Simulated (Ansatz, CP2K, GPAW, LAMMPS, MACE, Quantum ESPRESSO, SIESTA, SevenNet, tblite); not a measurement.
# CP2K runs on amorphous TiO2 (84 atoms)

Aim: run amorphous TiO2 (84 atoms) in CP2K and see how near its forces come to a plane-wave reference, and at what cost.

Program: CP2K 2026.2. Level of theory: the method is named at each step. Results are calculated unless marked as measured.

### 1. Set-up

The cell holds 84 atoms: 28 Ti and 56 O. Its edges and angles: a = 10.274 Å, b = 10.274 Å, c = 10.274 Å, α = 90.0°, β = 90.0°, γ = 90.0°. 84 atoms (28 Ti, 56 O) placed at random at 3.55 g/cm³, melted at 5000 K for 10 ps at fixed volume with the Morse and Coulomb pair potential with partial charges (Pedone, Malavasi, Menziani, Cormack and Segre, J. Phys. Chem. B 110, 11780 (2006)). Quenched from 5000 K to 300 K at 10 K/ps and fixed volume, held 10 ps at zero pressure.

The yardstick, on the same geometry:

| Item | Value |
| --- | --- |
| method | Kohn-Sham DFT, PBE, SSSP efficiency 1.3.0 pseudopotentials, plane waves (Quantum ESPRESSO 7.5); sssp-pbe-1.3.0-efficiency, cutoffs 60/480 Ry, Γ point |
| r.m.s. force component | 0.7941 eV/Å |
| longest force | 2.716 eV/Å |
| pressure | 3.467 GPa |
| gap (highest filled to lowest empty level) | 2.243 eV |
| time | 4.5 min on 4 MPI ranks of Arm Neoverse V1, shared host |
| CPU time | 18 min |

### 2. PBE, DZVP-MOLOPT-SR, 800/50 Ry, OT DIIS

Method: Kohn-Sham DFT, PBE, GTH-PBE pseudopotentials, Gaussian and plane waves, DZVP-MOLOPT-SR-GTH, orbital transformation.

Input file input.inp:

```
&GLOBAL
  PROJECT cell
  RUN_TYPE ENERGY_FORCE
  PRINT_LEVEL LOW
&END GLOBAL
&FORCE_EVAL
  METHOD QS
  STRESS_TENSOR ANALYTICAL
  &DFT
    BASIS_SET_FILE_NAME BASIS_MOLOPT
    POTENTIAL_FILE_NAME GTH_POTENTIALS
    &MGRID
      CUTOFF 800
      REL_CUTOFF 50
      NGRIDS 5
    &END MGRID
    &QS
      EPS_DEFAULT 1.0E-12
    &END QS
    &SCF
      SCF_GUESS ATOMIC
      EPS_SCF 1.0E-06
      MAX_SCF 30
      &OT
        MINIMIZER DIIS
        PRECONDITIONER FULL_ALL
        ENERGY_GAP 0.001
      &END OT
      &OUTER_SCF
        EPS_SCF 1.0E-06
        MAX_SCF 8
      &END OUTER_SCF
      &PRINT
        &RESTART OFF
        &END RESTART
      &END PRINT
    &END SCF
    &XC
      &XC_FUNCTIONAL PBE
      &END XC_FUNCTIONAL
    &END XC
    &PRINT
      &MULLIKEN ON
      &END MULLIKEN
      &HIRSHFELD ON
        SHAPE_FUNCTION DENSITY
      &END HIRSHFELD
      &MO_CUBES
        NHOMO 1
        NLUMO 4
        WRITE_CUBE F
      &END MO_CUBES
    &END PRINT
  &END DFT
  &SUBSYS
    &CELL
      A 10.27383 0.00000 0.00000
      B 0.00000 10.27383 0.00000
      C 0.00000 0.00000 10.27383
    &END CELL
    &TOPOLOGY
      COORD_FILE_NAME structure.xyz
      COORD_FILE_FORMAT XYZ
    &END TOPOLOGY
    &KIND Ti
      BASIS_SET DZVP-MOLOPT-SR-GTH-q12
      POTENTIAL GTH-PBE-q12
    &END KIND
    &KIND O
      BASIS_SET DZVP-MOLOPT-SR-GTH-q6
      POTENTIAL GTH-PBE-q6
    &END KIND
  &END SUBSYS
  &PRINT
    &FORCES ON
    &END FORCES
    &STRESS_TENSOR ON
    &END STRESS_TENSOR
  &END PRINT
&END FORCE_EVAL
```

Input file structure.xyz:

```xyz
84

Ti 7.48572 6.22758 7.73291
Ti 1.06108 1.58001 3.50214
Ti 4.82182 4.88582 0.03555
Ti 2.20672 7.79835 8.88440
Ti 9.68709 2.85869 6.26550
Ti 0.47989 5.12407 0.19212
Ti 3.43793 7.38092 1.84806
Ti 6.05529 9.52610 2.58705
Ti 1.81888 5.36335 6.73182
Ti 1.65727 2.24853 8.60896
Ti 1.98953 4.80209 3.18643
Ti 4.53990 7.85311 6.83405
Ti 4.37028 2.93400 7.31887
Ti 1.23389 10.01061 0.94088
Ti 7.26812 9.89575 5.53061
Ti 9.93746 10.14623 7.93037
Ti 3.73834 0.21842 5.14298
Ti 1.49484 8.33690 4.87247
Ti 8.26725 1.92347 1.58587
Ti 9.03727 8.34030 2.93780
Ti 7.68575 8.74734 9.91640
Ti 3.90539 2.06761 2.00668
Ti 4.73963 5.33099 4.55624
Ti 7.32113 2.79674 8.61214
Ti 9.25693 5.61814 4.93688
Ti 4.72237 0.34582 9.30737
Ti 7.71318 5.19301 2.13839
Ti 6.66823 3.15705 4.34604
O 2.96831 6.58799 7.52250
O 4.96257 4.10409 8.70019
O 5.70043 9.34538 6.17365
O 4.93781 8.30218 2.07778
O 5.44718 3.95388 5.69293
O 8.16030 6.47446 6.12310
O 7.15202 1.35851 4.99380
O 8.52060 2.20024 7.46353
O 7.65452 4.49891 8.24537
O 2.24093 2.91982 2.97191
O 5.79310 1.76843 8.33958
O 4.02457 1.65563 6.10101
O 5.08544 2.63390 3.29410
O 0.02712 2.17651 4.79562
O 10.12414 8.76666 4.33145
O 1.47584 5.55146 1.64073
O 1.01927 6.76193 5.61136
O 8.62591 9.77411 6.67840
O 9.89966 1.44193 2.16696
O 10.17212 9.00922 1.65224
O 4.53764 0.80876 0.81420
O 7.82671 3.28855 2.73037
O 1.02481 6.31810 9.29792
O 0.63533 1.48179 7.30665
O 7.09490 0.62547 1.99415
O 9.18018 4.95733 1.02594
O 6.34501 5.29041 0.85191
O 0.35229 4.87493 3.99878
[... 24 atom lines left out ...]
O 0.97293 0.68516 9.72315
O 8.25009 7.27521 9.00624
O 3.82063 9.00522 8.49769
O 0.94910 8.81864 7.99283
```

Run with:

```console
OMP_NUM_THREADS=1 mpirun -np 4 cp2k.psmp -i input.inp > output.txt
```

Numbers of over 12 decimals in the logs are rounded to 6 here.

What it wrote:

```text
CP2K| version string:                                       CP2K version 2026.2
 CP2K| Input file name                                                 input.inp
 GLOBAL| Basis set file name                                        BASIS_MOLOPT
 GLOBAL| Potential file name                                      GTH_POTENTIALS
 GLOBAL| Run type                                                   ENERGY_FORCE
 GLOBAL| Total number of message passing processes                             4
 GLOBAL| Number of threads for this process                                    1
 TOTAL NUMBERS AND MAXIMUM NUMBERS
  Total number of            - Atomic kinds:                                   2
                             - Atoms:                                         84
                             - Shell sets:                                    84
                             - Shells:                                       504
                             - Primitive Cartesian functions:                448
                             - Cartesian basis functions:                   1652
                             - Spherical basis functions:                   1456
  Maximum angular momentum of- Orbital basis functions:                        3
                             - Local part of the GTH pseudopotential:          2
                             - Non-local part of the GTH pseudopotential:      3
 SCF PARAMETERS         Density guess:                                    ATOMIC
                        max_scf:                                              30
                        eps_scf:                                        1.00E-06
                        Outer loop SCF in use
                        eps_scf                                         1.00E-06
                        max_scf                                                8
 Extrapolation method: initial_guess
 Number of electrons:                                                        672
[... lines left out ...]
  Step     Update method      Time    Convergence         Total energy    Change
[... lines left out ...]
  Total energy:                                             -2532.279150
[... lines left out ...]
                                         using   7 DIIS vectors
                                         safer DIIS on
  Preconditioner : FULL_ALL            : diagonalization, state selective
  Precond_solver : DEFAULT
  stepsize       :    0.15000000                  energy_gap     :    0.00100000
  eps_taylor     :   0.10000E-15                  max_taylor     :             4
  ----------------------------------- OT ---------------------------------------
  Step     Update method      Time    Convergence         Total energy    Change
[...]
7 OT DIIS     0.15E+00    5.5     0.00000173     -2532.2834147293 -5.48E-08
     8 OT DIIS     0.15E+00    5.5     0.00000048     -2532.2834147623 -3.30E-08
  *** SCF run converged in     8 steps ***
  Electronic density on regular grids:       -671.9999999999        0.0000000001
  Core density on regular grids:              671.9999999998       -0.0000000002
  Total charge density on r-space grids:       -0.0000000001
  Total charge density g-space grids:          -0.0000000001
  Overlap energy of the core charge distribution:               1.343e-10
  Self energy of the core charge distribution:              -5318.641808
  Core Hamiltonian energy:                                   1420.474872
  Hartree energy:                                            1768.036662
  Exchange-correlation energy:                               -402.153141
  Total energy:                                             -2532.283415
  outer SCF iter =    2 RMS gradient =   0.48E-06 energy =      -2532.2834147623
  outer SCF loop converged in   2 iterations or   38 steps
 !-----------------------------------------------------------------------------!
                     Mulliken Population Analysis
 #  Atom  Element  Kind  Atomic population                           Net charge
       1     Ti       1         10.907697                              1.092303
       2     Ti       1         10.924004                              1.075996
       3     Ti       1         10.905970                              1.094030
[...]
83     O        2          6.643364                             -0.643364
      84     O        2          6.513549                             -0.513549
 # Total charge                            672.000000                  0.000000
 !-----------------------------------------------------------------------------!
 !-----------------------------------------------------------------------------!
                           Hirshfeld Charges
  #Atom  Element  Kind  Ref Charge     Population                    Net charge
      1       Ti     1      12.000         11.387                         0.613
      2       Ti     1      12.000         11.382                         0.618
      3       Ti     1      12.000         11.387                         0.613
[...]
83       O      2       6.000          6.323                        -0.323
     84       O      2       6.000          6.295                        -0.295
  Total Charge                                                           -0.000
 !-----------------------------------------------------------------------------!
  Eigenvalues of the occupied subspace spin            1
      -1.98886433     -1.98098566     -1.98031717     -1.97851108
      -1.97817580     -1.97767029     -1.97644932     -1.97539345
      -1.97323068     -1.97041202     -1.96916668     -1.96822380
[...]
0.14938136      0.15177346      0.15401610      0.15602742
 Fermi Energy [eV] :    4.245722
  Using OT eigensolver for additional unoccupied orbitals spin            1
  Lowest Eigenvalues of the unoccupied subspace spin            1
 OT| Eigensolver reached convergence in 201 iterations
       0.23616646      0.24637072      0.24893558      0.24942396
 HOMO - LUMO gap [eV] :    2.180694
 ENERGY| Total FORCE_EVAL ( QS ) energy [hartree]          -2532.283415
 FORCES| Atomic forces [hartree/bohr]
 FORCES|   Atom     x               y               z               |f|
 FORCES|      1 -7.40876165E-03  3.31505019E-03  3.38654199E-02   3.48245024E-02
 FORCES|      2 -4.88731166E-03 -9.04374947E-04 -4.37870865E-02   4.40682727E-02
 FORCES|      3 -1.27142454E-02 -1.67067925E-04  4.55800394E-03   1.35076034E-02
[...]
FORCES|     83  3.16937612E-04 -5.54012584E-03 -8.03864895E-03   9.76797424E-03
 FORCES|     84 -1.06895210E-03 -5.02571456E-03 -6.99634604E-03   8.68039880E-03
 FORCES| Sum    -1.71285009E-03  1.45695076E-03 -4.40798101E-05
 FORCES| Total atomic force                                       2.24911182E-03
 STRESS| Analytical stress tensor [bar]
 STRESS|                        x                   y                   z
 STRESS|      x        3.59577243716E+04  -8.54379087772E+03  -2.00004215133E+03
 STRESS|      y       -8.54379087772E+03   2.98715337861E+04   2.44455875368E+04
 STRESS|      z       -2.00004215133E+03   2.44455875368E+04   5.73545307599E+04
 STRESS| 1/3 Trace                                             4.10612629726E+04
```

The job ended after 4 min (4 MPI ranks of Arm Neoverse V1, shared host; peak memory 4 GiB; 16 min of CPU time).

Banners, paths, timers and routine set-up lines are dropped from the logs unmarked, and long logs keep their key lines alone; longer cuts are marked.

Numbers from this run, and their distance from the reference:

```yaml
r_m_s_force_component: 0.8149 eV/Å
r_m_s_difference_of_force_components: 32.9 meV/Å
longest_difference_of_force_vectors: 95.02 meV/Å
force_difference_over_r_m_s_force: 4.144 %
slope_of_forces_against_the_reference_s: 1.026
correlation_of_force_components: 0.9995
spacing_of_highest_filled_and_lowest_empty_level: 2.181 eV
gap_difference: -0.0625 eV
pressure: 4.106 GPa
pressure_difference: 0.6391 GPa
```

Length of the force difference by element (eV/Å):

```csv
element,atoms,mean,most
O,56,0.059,0.095
Ti,28,0.044,0.074
```

The surroundings of Ti9, which bears the longest force, nearest first, numbered as they follow in the input and with coordinates relative to it.

```csv
atom,x,y,z,distance (Å),bonds,Hirshfeld charge (e),Fx,Fy,Fz (eV/Å)
Ti9,0.00,0.00,0.00,0.00,5,0.61,1.89,-1.03,-1.74
O29,1.15,1.22,0.79,1.86,3,-0.30,0.66,0.87,0.18
O57,-1.65,-0.95,0.02,1.91,3,-0.29,-0.24,1.17,-0.06
O61,1.07,-0.45,-1.58,1.96,3,-0.30,-1.15,0.16,0.35
O45,-0.80,1.40,-1.12,1.96,3,-0.30,-0.95,-0.54,0.58
O73,0.75,-1.66,0.72,1.96,3,-0.30,0.50,-0.36,0.12
O51,-0.79,0.95,2.57,2.85,2,-0.32,0.19,1.03,-1.24
O56,-1.47,-0.49,-2.73,3.14,2,-0.29,0.51,-0.41,-0.37
Ti4,0.39,2.44,2.15,3.27,5,0.58,-0.44,0.78,-0.70
Ti25,-2.84,0.25,-1.79,3.37,6,0.61,-0.28,-1.12,0.11
```

Forces lie 4.1 % from the reference's, at 0.88 times its CPU time.

### 3. Another try, on a changed input

Changes to input.inp since step 2:

```diff
@@ -22,3 +22,3 @@
       EPS_SCF 1.0E-06
-      MAX_SCF 30
+      MAX_SCF 25
       &OT
@@ -30,3 +30,3 @@
         EPS_SCF 1.0E-06
-        MAX_SCF 8
+        MAX_SCF 2
       &END OUTER_SCF
@@ -69,3 +69,3 @@
     &KIND O
-      BASIS_SET DZVP-MOLOPT-SR-GTH-q6
+      BASIS_SET DZVP-MOLOPT-XX-GTH
       POTENTIAL GTH-PBE-q6
```

structure.xyz is that of step 2.

What it wrote:

```text
CP2K| version string:                                       CP2K version 2026.2
 CP2K| Input file name                                                 input.inp
 GLOBAL| Basis set file name                                        BASIS_MOLOPT
 GLOBAL| Potential file name                                      GTH_POTENTIALS
 GLOBAL| Run type                                                   ENERGY_FORCE
 GLOBAL| Total number of message passing processes                             4
 GLOBAL| Number of threads for this process                                    1
 *   ___                                                                       *
 *  /   \                                                                      *
 * [ABORT]                                                                     *
 *  \___/    The requested basis set <DZVP-MOLOPT-XX-GTH> for element <O> was  *
 *    |               not found in the basis set files <BASIS_MOLOPT>          *
 *  O/|                                                                        *
 * /| |                                                                        *
```

Wall time 0.77 s (4 MPI ranks); peak memory 0.59 GiB.

The program stopped at the start. The fault in the input: a basis that the file lacks (basis DZVP-MOLOPT-XX-GTH for O).

### 4. Results

| Item | Value |
| --- | --- |
| force difference from the reference | CP2K PBE, DZVP-MOLOPT-SR, 800/50 Ry, OT DIIS, 4.1 % |
| its CPU time | 16 min |

In words: The PBE run in local orbitals differs by 4.1 % (CP2K PBE, DZVP-MOLOPT-SR, 800/50 Ry, OT DIIS); basis, grid and potentials can all enter. At the same functional, the gap of CP2K PBE, DZVP-MOLOPT-SR, 800/50 Ry, OT DIIS lies 0.06 eV below the reference's 2.24 eV. The reference's pressure holds the uncorrected Pulay stress of its 60 Ry basis, so small pressure differences, and their order, may be the reference's own error. The quench rate of 10 K/ps is many orders above laboratory rates, so the cell is likely richer in defects and strain than a real sample. The network of bonds at the start is that of the classical potential that made the cell, and needn't be the one that DFT or experiment would give. The electronic-structure runs sample only Γ, in a cell whose shortest periodic width is 10 Å.

[Also dropped from logs without a mark: logging warnings of Python, and SIESTA's first energy breakdown and zero terms.]

[Logs are printed without paths, hosts, clocks, repeated set-up lines and the standing remarks that a program may print on its own settings, such as how far it seeks lower states.]

[Hosts, paths, dates, database ids (printed as entryN), source tags and the programs' standing remarks are cut or masked in the printed files.]
